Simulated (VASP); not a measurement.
# KF (Carobbiite) (Fm-3m) in VASP: further runs

One crystal, KF (Carobbiite), is run at these levels: r2SCAN, PBE; tasks: relaxation of the atoms, relaxation of cell and atoms.

All numbers are computed with VASP 6.6.1; they aren't measurements. Logs are shortened: lines on timing, memory, paths and dates and some standing lists are left out, and cuts for length are marked.

## Step 1: Starting point

The structure is cubic, space group Fm-3m (No. 225). Conventional cell: a = 5.344 Å, b = 5.344 Å, c = 5.344 Å, α = 90.00°, β = 90.00°, γ = 90.00°. Around K (site symmetry m-3m) lie 6 F at 2.67 Å. F (site symmetry m-3m) is surrounded by 6 K at 2.67 Å.

## Step 2: Relaxation of the atoms, r2SCAN (a relaxed cell with its volume scaled by 1.04)

File INCAR:

```
ALGO = Normal
EDIFF = 1E-7
EDIFFG = -0.01
ENCUT = 600
IBRION = 2
ISIF = 2
ISMEAR = 0
LASPH = T
LCHARG = F
LMIXTAU = T
LREAL = F
LWAVE = F
METAGGA = R2SCAN
NELM = 80
NSW = 40
PREC = Accurate
SIGMA = 0.03
```

File KPOINTS:

```
k-points
0
Gamma
  10 10 10
```

File POSCAR:

```
KF                                      
1.0
    0.0000000000      2.6922194973      2.6922194973
    2.6922194973      0.0000000000      2.6922194973
    2.6922194973      2.6922194973      0.0000000000
  K               F             
     1     1
Direct
     0.0000000000000000    0.0000000000000000    0.0000000000000000
     0.5000000000000000    0.5000000000000000    0.5000000000000000
```

Potentials or basis: VASP PAW PBE potentials, release 64 (K_sv, F).

Started as:

```sh
cat potpaw_PBE.64/K_sv/POTCAR potpaw_PBE.64/F/POTCAR > POTCAR
mpirun -np 1 vasp_std > vasp.out
```

OUTCAR:

```text
EDIFF = 1E-7
   EDIFFG = -0.01
   ENCUT = 600
   IBRION = 2
   ISIF = 2
   ISMEAR = 0
   LASPH = T
   LREAL = F
   METAGGA = R2SCAN
   NELM = 80
   NSW = 40
   PREC = Accurate

 ion  position               nearest neighbor table
   1  0.000  0.000  0.000-   2 2.69   2 2.69   2 2.69   2 2.69   2 2.69   2 2.69
   2  0.500  0.500  0.500-   1 2.69   1 2.69   1 2.69   1 2.69   1 2.69   1 2.69

  LATTYP: Found a face centered cubic cell.
 ALAT       =     5.3844389946

  Lattice vectors:

 A1 = (   0.0000000000,   2.6922194973,   2.6922194973)
 A2 = (   2.6922194973,   0.0000000000,   2.6922194973)
 A3 = (   2.6922194973,   2.6922194973,   0.0000000000)

Analysis of symmetry for initial positions (statically):
=====================================================================
 Subroutine PRICEL returns:
 Original cell was already a primitive cell.

 Routine SETGRP: Setting up the symmetry group for a
 face centered cubic supercell.

 Subroutine GETGRP returns: Found 48 space group operations
 (whereof 48 operations were pure point group operations)
 out of a pool of 48 trial point group operations.

The static configuration has the point symmetry O_h .

Analysis of symmetry for dynamics (positions and initial velocities):
=====================================================================
 Subroutine PRICEL returns:
 Original cell was already a primitive cell.

 Routine SETGRP: Setting up the symmetry group for a
 face centered cubic supercell.

 Subroutine GETGRP returns: Found 48 space group operations
 (whereof 48 operations were pure point group operations)
 out of a pool of 48 trial point group operations.

The dynamic configuration has the point symmetry O_h .

 Subroutine INISYM returns: Found 48 space group operations
 (whereof 48 operations are pure point group operations),
 and found     1 'primitive' translations

----------------------------------------------------------------------------------------

                                     Primitive cell

  volume of cell :      39.0267

  direct lattice vectors                    reciprocal lattice vectors
     0.000000000  2.692219497  2.692219497    -0.185720370  0.185720370  0.185720370
     2.692219497  0.000000000  2.692219497     0.185720370 -0.185720370  0.185720370
     2.692219497  2.692219497  0.000000000     0.185720370  0.185720370 -0.185720370

  length of vectors
     3.807373326  3.807373326  3.807373326     0.321677116  0.321677116  0.321677116

  position of ions in fractional coordinates (direct lattice)
     0.000000000  0.000000000  0.000000000
     0.500000000  0.500000000  0.500000000

  ion indices of the primitive-cell ions
   primitive index   ion index
                 1           1
                 2           2

----------------------------------------------------------------------------------------

 KPOINTS: k-points

Automatic generation of k-mesh.
 Grid dimensions read from file:
 generate k-points for:   10   10   10

 Generating k-lattice:

  Cartesian coordinates                     Fractional coordinates (reciprocal lattice)
    -0.018572037  0.018572037  0.018572037     0.100000000  0.000000000  0.000000000
     0.018572037 -0.018572037  0.018572037     0.000000000  0.100000000  0.000000000
     0.018572037  0.018572037 -0.018572037     0.000000000  0.000000000  0.100000000

  Length of vectors
     0.032167712  0.032167712  0.032167712

  Shift w.r.t. Gamma in fractional coordinates (k-lattice)
     0.000000000  0.000000000  0.000000000

 Subroutine IBZKPT returns following result:
 ===========================================

 Found     47 irreducible k-points:

 Following reciprocal coordinates:
            Coordinates               Weight
  0.000000  0.000000  0.000000      1.000000
  0.100000  0.000000  0.000000      8.000000
  0.200000  0.000000  0.000000      8.000000
  0.300000  0.000000  0.000000      8.000000
  0.400000  0.000000  0.000000      8.000000
  0.500000  0.000000  0.000000      4.000000
[... 16 lines left out ...]
  0.300000  0.300000  0.000000      6.000000
  0.400000  0.300000  0.000000     24.000000
 [... further k-points ...]
   k-points           NKPTS =     47   k-points in BZ     NKDIM =     47   number of bands    NBANDS=     12
   number of dos      NEDOS =    301   number of ions     NIONS =      2
   total plane-waves  NPLWV =  27000
   dimension x,y,z NGX =    30 NGY =   30 NGZ =   30
   dimension x,y,z NGXF=    60 NGYF=   60 NGZF=   60
   ions per type =               1   1
   NGX,Y,Z   is equivalent  to a cutoff of  13.10, 13.10, 13.10 a.u.
   NGXF,Y,Z  is equivalent  to a cutoff of  26.20, 26.20, 26.20 a.u.
 SYSTEM =  unknown system
   PREC   = accura    normal or accurate (medium, high low for compatibility)
   ISTART =      0    job   : 0-new  1-cont  2-samecut
   ICHARG =      2    charge: 1-file 2-atom 10-const
   ISPIN  =      1    spin polarized calculation?
   LNONCOLLINEAR =      F non collinear calculations
   LSORBIT =      F    spin-orbit coupling
   LASPH  =      T    aspherical Exc in radial PAW
   ENCUT  =  600.0 eV  44.10 Ry    6.64 a.u.   7.60  7.60  7.60*2*pi/ulx,y,z
   NELM   =     80;   NELMIN=  2; NELMDL= -5     # of ELM steps
   EDIFF  = 0.1E-06   stopping-criterion for ELM
   LREAL  =      F    real-space projection
   EDIFFG = -.1E-01   stopping-criterion for IOM
   NSW    =     40    number of steps for IOM
   IBRION =      2    ionic relax: 0-MD 1-quasi-New 2-CG
   NFREE  =      1    steps in history (QN), initial steepest desc. (CG)
   ISIF   =      2    stress and relaxation
   ISYM   =      2    0-nonsym 1-usesym 2-fastsym
   POTIM  = 0.5000    time-step for ionic-motion
   TEBEG  =    0.0;   TEEND  =   0.0 temperature during run
   PSTRESS=    0.0 pullay stress
   NELECT =      16.0000    total number of electrons
   NUPDOWN=      -1.0000    fix difference up-down
   EMIN   =  10.00;   EMAX   =-10.00  energy-range for DOS
   EFERMI =   0.00;   METHOD = LEGACY
   ISMEAR =     0;   SIGMA  =   0.03  broadening in eV -4-tet -1-fermi 0-gaus
   EFERMI_NEDOS =   21; number of points for ismear=-14 and -15
   IALGO  =     38    algorithm
   IMIX   =      4    mixing-type and parameters
     AMIX     =   0.40;   BMIX     =  1.00
     AMIX_MAG =   1.60;   BMIX_MAG =  1.00
  volume/ion in A,a.u.               =      19.51       131.68
  Fermi-wavevector in a.u.,A,eV,Ry     =   1.216170  2.298228 20.123969  1.479070
  Thomas-Fermi vector in A             =   2.351533
   LORBIT       =      0    0 simple, 1 ext, 2 COOP (PROOUT), +10 PAW based schemes
   METAGGA = R2SCAN    functional components
   LHFCALC =     F    Hartree Fock is set to
   AEXX    =    0.0000 exact exchange contribution
   IVDW    =     0    specifies the selected vdW correction
   LEPSILON=     F    determine dielectric tensor
   LRPA    =     F    only Hartree local field effects (RPA)
 conjugate gradient relaxation of ions
 non-spin polarized calculation
 Gauss-broadening in eV      SIGMA  =   0.03
  energy-cutoff  :      600.00
  volume of cell :       39.03
 maximum number of plane-waves:      1326
   NGX = 15   NGY = 15   NGZ = 15

 number of electron      15.9999992 magnetization

 Free energy of the ion-electron system (eV)
  ---------------------------------------------------
  ext. energy  EPLUGINS =         0.00000000
  ---------------------------------------------------
  free energy    TOTEN  =       -14.97197672 eV

  energy without entropy =      -14.97197672  energy(sigma->0) =      -14.97197672

 E-fermi :  -3.2895     XC(G=0):  -8.7842

 val. band max:       -3.4092924002   @ k =   0.0000   0.0000   0.0000
 cond. band min:       3.3019548877   @ k =   0.0000   0.0000   0.0000
 fundamental gap:      6.7112472879
 Fermi energy:        -3.2895190403

 k-point     1 :       0.0000    0.0000    0.0000
  band No.  band energies     occupation
      1     -30.5955      2.00000
      2     -23.1887      2.00000
      3     -13.0974      2.00000
      4     -13.0974      2.00000
      5     -13.0974      2.00000
      6      -3.4093      2.00000
      7      -3.4093      2.00000
      8      -3.4093      2.00000
      9       3.3020      0.00000
     10       7.9831      0.00000
     11       7.9831      0.00000
     12       7.9831      0.00000

 k-point     2 :       0.1000    0.0000    0.0000
  band No.  band energies     occupation
      1     -30.5875      2.00000
      2     -23.1958      2.00000
      3     -13.1227      2.00000
      4     -13.1008      2.00000
      5     -13.1008      2.00000
      6      -3.4939      2.00000
      7      -3.4407      2.00000
      8      -3.4407      2.00000
      9       3.5773      0.00000
     10       7.7762      0.00000
     11       8.1202      0.00000
     12       8.1202      0.00000

 k-point     3 :       0.2000    0.0000    0.0000
  band No.  band energies     occupation
      1     -30.5664      2.00000
      2     -23.2143      2.00000
      3     -13.1884      2.00000
      4     -13.1093      2.00000
      5     -13.1093      2.00000
      6      -3.6977      2.00000
      7      -3.5217      2.00000
      8      -3.5217      2.00000
      9       4.3155      0.00000
     10       7.4037      0.00000
     11       8.4896      0.00000
     12       8.4896      0.00000

 k-point     4 :       0.3000    0.0000    0.0000
  band No.  band energies     occupation
      1     -30.5402      2.00000
      2     -23.2374      2.00000
      3     -13.2689      2.00000
      4     -13.1198      2.00000
      5     -13.1198      2.00000
      6      -3.9220      2.00000
      7      -3.6197      2.00000
      8      -3.6197      2.00000
      9       5.2709      0.00000
     10       7.2038      0.00000
     11       8.9485      0.00000
     12       8.9485      0.00000

 k-point     5 :       0.4000    0.0000    0.0000
  band No.  band energies     occupation
      1     -30.5188      2.00000
      2     -23.2562      2.00000
      3     -13.3334      2.00000
      4     -13.1282      2.00000
      5     -13.1282      2.00000
      6      -4.0870      2.00000
      7      -3.6973      2.00000
      8      -3.6973      2.00000
      9       5.9861      0.00000
     10       7.3948      0.00000
     11       9.2908      0.00000
     12       9.2908      0.00000
[... 228 lines left out ...]
      1     -30.5130      2.00000
      2     -23.2443      2.00000
      3     -13.3337      2.00000
      4     -13.2639      2.00000
      5     -13.1330      2.00000
      6      -3.9929      2.00000
      7      -3.7090      2.00000
      8      -3.5596      2.00000
      9       6.2133      0.00000
     10       7.0314      0.00000
     11       9.0962      0.00000
     12       9.5916      0.00000

 k-point    22 :      -0.2000    0.2000    0.0000
  band No.  band energies     occupation
      1     -30.5323      2.00000
      2     -23.2354      2.00000
      3     -13.2469      2.00000
      4     -13.2461      2.00000
      5     -13.1087      2.00000
      6      -3.9382      2.00000
      7      -3.6752      2.00000
      8      -3.4999      2.00000
      9       5.5303      0.00000
     10       6.9577      0.00000
     11       9.0811      0.00000
     12       9.0968      0.00000

 k-point    23 :       0.3000    0.3000    0.0000
  band No.  band energies     occupation
      1     -30.5261      2.00000
      2     -23.2181      2.00000
      3     -13.3352      2.00000
      4     -13.2235      2.00000
      5     -13.2235      2.00000
      6      -3.8534      2.00000
      7      -3.4629      2.00000
      8      -3.4629      2.00000
      9       5.7145      0.00000
     10       5.9952      0.00000
     11       9.8244      0.00000
     12       9.9940      0.00000

 k-point    24 :       0.4000    0.3000    0.0000
  band No.  band energies     occupation
      1     -30.5108      2.00000
      2     -23.2193      2.00000
      3     -13.4272      2.00000
      4     -13.2529      2.00000
      5     -13.2419      2.00000
      6      -3.8013      2.00000
      7      -3.5116      2.00000
      8      -3.4914      2.00000
      9       5.8335      0.00000
     10       6.4352      0.00000
     11       9.3859      0.00000
     12      10.3579      0.00000

 [... further k-points ...]

------------------------ aborting loop because EDIFF is reached ----------------------------------------

  FORCE on cell =-STRESS in cart. coord.  units (eV):
  Direction    XX          YY          ZZ          XY          YZ          ZX
  --------------------------------------------------------------------------------------
  -------------------------------------------------------------------------------------
  Total       -0.3057426     -0.3057426     -0.3057426      0.0000000      0.0000000     -0.0000000
  in kB      -12.5517755    -12.5517755    -12.5517755      0.0000000      0.0000000     -0.0000000
  external PRESSURE =     -12.5517755 kB  Pullay stress =       0.0000000 kB

 VOLUME and BASIS-vectors are now :
 -----------------------------------------------------------------------------
  energy-cutoff  :      600.00
  volume of cell :       39.03
      direct lattice vectors                 reciprocal lattice vectors
     0.000000000  2.692219497  2.692219497    -0.185720370  0.185720370  0.185720370
     2.692219497  0.000000000  2.692219497     0.185720370 -0.185720370  0.185720370
     2.692219497  2.692219497  0.000000000     0.185720370  0.185720370 -0.185720370

 POSITION                                       TOTAL-FORCE (eV/Angst)
 -----------------------------------------------------------------------------------
      0.00000      0.00000      0.00000        -0.000000     -0.000000     -0.000000
      2.69222      2.69222      2.69222         0.000000      0.000000      0.000000
 -----------------------------------------------------------------------------------
    total drift:                                0.000000      0.000000      0.000000

  FREE ENERGIE OF THE ION-ELECTRON SYSTEM (eV)
  ---------------------------------------------------
  free  energy   TOTEN  =       -14.9719767156 eV

  energy  without entropy=      -14.9719767156  energy(sigma->0) =      -14.97197672

 reached required accuracy - stopping structural energy minimisation
```

It took 79 s on 1 thread of Intel Xeon 6975P-C (Granite Rapids), shared host; peak memory 0.18 GiB.

What came out:

```
Free energy             : -14.9720 eV
Pressure after relaxing : -1.3 GPa
Band gap on the k mesh  : 6.71 eV, direct
```

Final structure:
```cif
data_structure
_symmetry_space_group_name_H-M 'P 1'
_symmetry_Int_Tables_number 1
_cell_length_a 3.8074
_cell_length_b 3.8074
_cell_length_c 3.8074
_cell_angle_alpha 60.000
_cell_angle_beta 60.000
_cell_angle_gamma 60.000
_cell_volume 39.03
loop_
_atom_site_label
_atom_site_type_symbol
_atom_site_fract_x
_atom_site_fract_y
_atom_site_fract_z
_atom_site_occupancy
K1 K 0.00000 0.00000 0.00000 1
F1 F 0.50000 0.50000 0.50000 1
```

Levels at points of the mesh, in eV from the valence-band top:
```csv
k point,band 5,band 6,band 7,band 8,band 9,band 10,band 11,band 12
"(0.00, 0.00, 0.00)",-9.69,0.00,0.00,0.00,6.71,11.39,11.39,11.39
"(0.50, 0.00, 0.00)",-9.72,-0.74,-0.32,-0.32,9.58,11.08,12.82,12.82
"(0.50, 0.50, 0.00)",-9.88,-0.21,-0.06,-0.06,8.75,11.10,12.24,14.51
```

Caveat: the relaxation stopped at its first step, so nothing moved; the PAW data sets were made with another functional, which shifts forces and pressure a little. A k mesh can miss the band edges.

(Part 1 of 2 ends here.)
